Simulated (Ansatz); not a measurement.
# How far is this ZnO from the hull?

These are results of DFT PBE, scalar-relativistic, plane waves, PAW (Ansatz), not measurements. Settings: cutoff 420 eV, Γ-centred meshes spaced at most about 0.3 Å⁻¹ (2π included), Gaussian smearing. No spin polarisation.

Energies over the elements count from the elements' standard structures at the same level (O₂ as a molecule), with no fitted energy shifts.

All energies are static (0 K, no zero-point motion).

The competitors are the elements and 2 reference phases of this chemical system (from databases or known types: Zn5O12, ZnO), relaxed at the same level; other known phases may be missing.

The candidate was reached from: 3-connected net, two elements alternating.

```yaml
crystal:
  lattice:
    - [5.17825, 0.00000, 0.00000]
    - [-2.58913, 4.48450, 0.00000]
    - [0.00000, 0.00000, 9.81929]
  atoms:
    - { symbol: Zn, position: [0.76808, 0.38404, 0.08333] }
    - { symbol: Zn, position: [0.61596, 0.38404, 0.41667] }
    - { symbol: Zn, position: [0.38404, 0.76808, 0.25000] }
    - { symbol: Zn, position: [0.61596, 0.23192, 0.75000] }
    - { symbol: Zn, position: [0.23192, 0.61596, 0.58333] }
    - { symbol: Zn, position: [0.38404, 0.61596, 0.91667] }
    - { symbol: O, position: [0.59879, 0.19758, 0.25000] }
    - { symbol: O, position: [0.19758, 0.59879, 0.08333] }
    - { symbol: O, position: [0.40121, 0.59879, 0.41667] }
    - { symbol: O, position: [0.80242, 0.40121, 0.58333] }
    - { symbol: O, position: [0.59879, 0.40121, 0.91667] }
    - { symbol: O, position: [0.40121, 0.80242, 0.75000] }
```

Problem. Is it stable, and against what?

Solution. Not the lowest form: another structure of the same formula lies lower. Its formation energy is -1.137 eV/atom. The lowest competing phase at this composition is this:

```csv
phase,space group,source,share of atoms,ΔE_f (eV/atom)
ZnO,P6_3mc (No. 186),Materials Project,1.0000,-1.424
```

The candidate lies 0.29 eV/atom above this phase. The candidate matches no cell in the subsets of the Crystallography Open Database and the Materials Project at hand. A phase this far over the hull is unlikely to be made. Shaken at random and relaxed again it fell by 197 meV/atom, so it probably isn't a firm minimum.
